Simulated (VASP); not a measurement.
A run of VASP 6.6.1 is set up as follows.

File INCAR:

```
SYSTEM = SnSe
ALGO = Normal
EDIFF = 1E-6
EDIFFG = -0.01
ENCUT = 300
GGA = PE
IBRION = 2
ISIF = 3
ISMEAR = 0
KPAR = 2
LASPH = .TRUE.
LCHARG = .FALSE.
LREAL = .FALSE.
LWAVE = .FALSE.
NELM = 80
NSW = 90
PREC = Accurate
SIGMA = 0.03
```

Contents of KPOINTS:

```
k-points
0
G
  2 4 4
  0 0 0
```

File POSCAR:

```
SnSe
1.0
   11.4200000000      0.0000000000      0.0000000000
    0.0000000000      4.1900000000      0.0000000000
    0.0000000000      0.0000000000      4.4600000000
Sn Se
4 4
Direct
    0.1230000000      0.2500000000      0.0910000000
    0.3770000000      0.7500000000      0.5910000000
    0.6230000000      0.2500000000      0.4090000000
    0.8770000000      0.7500000000      0.9090000000
    0.3570000000      0.2500000000      0.0160000000
    0.1430000000      0.7500000000      0.5160000000
    0.8570000000      0.2500000000      0.4840000000
    0.6430000000      0.7500000000      0.9840000000
```

Potentials or basis: VASP PAW PBE potentials, release 64 (Sn, Se).

The run is started by

```console
$ cat potpaw_PBE.64/Sn/POTCAR potpaw_PBE.64/Se/POTCAR > POTCAR
$ mpirun -np 2 vasp_std > vasp.out
```

Question: What does it give for the relaxed cell?

Answer: a = 11.915 Å, b = 4.243 Å, c = 4.454 Å, α = 90.00°, β = 90.00°, γ = 90.00°.

Question: Estimate the band gap on the k mesh.

Answer: 0.94 eV, indirect (least direct gap 1.13 eV).

The path:
```tsv
step	energy change (eV)	largest force (eV/Å)	pressure (GPa)	volume (Å³)
1	0.0000	0.2981	2.30	213.41
2	-0.0775	0.2254	-0.95	225.40
3	-0.0928	0.1067	-0.08	221.70
4	-0.0989	0.0852	0.05	221.58
5	-0.1018	0.0864	0.23	221.42
6	-0.1059	0.0624	0.06	222.80
7	-0.1075	0.0370	-0.11	224.31
8	-0.1086	0.0198	0.07	224.05
9	-0.1086	0.0211	0.09	224.02
10	-0.1095	0.0201	0.05	224.57
11	-0.1097	0.0199	0.01	225.06
12	-0.1097	0.0200	0.02	224.94
13	-0.1098	0.0083	-0.03	225.22
```

Caveat: spin-orbit coupling is left out, which moves the levels of the heavy elements; this functional lacks dispersion, which binds the layers, so the pressure and a relaxed spacing across them are unreliable. Zero-point motion and thermal expansion aren't in these numbers.
